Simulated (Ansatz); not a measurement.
Runs of Ansatz 0.2.0 on MnS. The structure is cubic, space group Fm-3m (No. 225). The conventional cell has a = 5.209 Å, b = 5.209 Å, c = 5.209 Å, α = 90.00°, β = 90.00°, γ = 90.00°. Mn (site symmetry m-3m) has 6 S at 2.60 Å as nearest neighbours. S (site symmetry m-3m) is surrounded by 6 Mn at 2.60 Å. 

| task | level | potentials or basis | U | k mesh | cutoff (eV) | smearing | basis error allowed | gap on the mesh (eV) | pressure (GPa) | moment (μB) |
| --- | --- | --- | --- | --- | --- | --- | --- | --- | --- | --- |
| band structure | PBEsol | all-electron PAW datasets made for the crystal | - | 9 × 9 × 9 | 240 | fermi-dirac 0.05 eV | - | - | -7.3 | 4.69 |
| band structure | PBEsol | all-electron LAPW, inner shells corrected to Dirac's equation | - | 9 × 9 × 9 | 217 | fermi-dirac 0.05 eV | 0.001 eV/atom | - | -7.3 | 4.69 |
| single point | PBE | all-electron LAPW, scalar-relativistic | - | 9 × 9 × 9 | 217 | gaussian 0.03 eV | 0.001 eV/atom | none | (a) | 4.72 |
| density of states | PBEsol+U | all-electron LAPW, scalar-relativistic | Mn d U = 4 eV | 9 × 9 × 9 | 217 | fermi-dirac 0.05 eV | 0.001 eV/atom | 0.90 | (b) | 5.00 |
| phonons | PBE | all-electron LAPW, scalar-relativistic | - | 7 × 7 × 7 | 231 | fermi-dirac 0.05 eV | 0.001 eV/atom | none | - | 4.69 |

Alike in all rows: spin collinear, ferromagnetic start; cell as given.

Q: Estimate the missing entries.

A: (a) -2.8; (b) 1.2.

Caveats: a cell with one magnetic atom can't hold antiferromagnetic order, which such compounds often take; semilocal functionals often make such compounds metallic where correlation or magnetic order opens a gap, which also shifts bond lengths (some runs); the magnetic state may not be the lowest (some runs); U is the effective U less J, on atomic orbitals that reach past the spheres (some runs); an odd mesh through Γ misses points on the zone boundary, where band edges often lie (some runs); the k mesh is thin for a metal, which can move the energy by tens of meV per atom (some runs); a metal's response needs a denser mesh (some runs).

A gap of «none» marks a metal or a gap under the smearing width.

Not every run made on this cell is shown here.
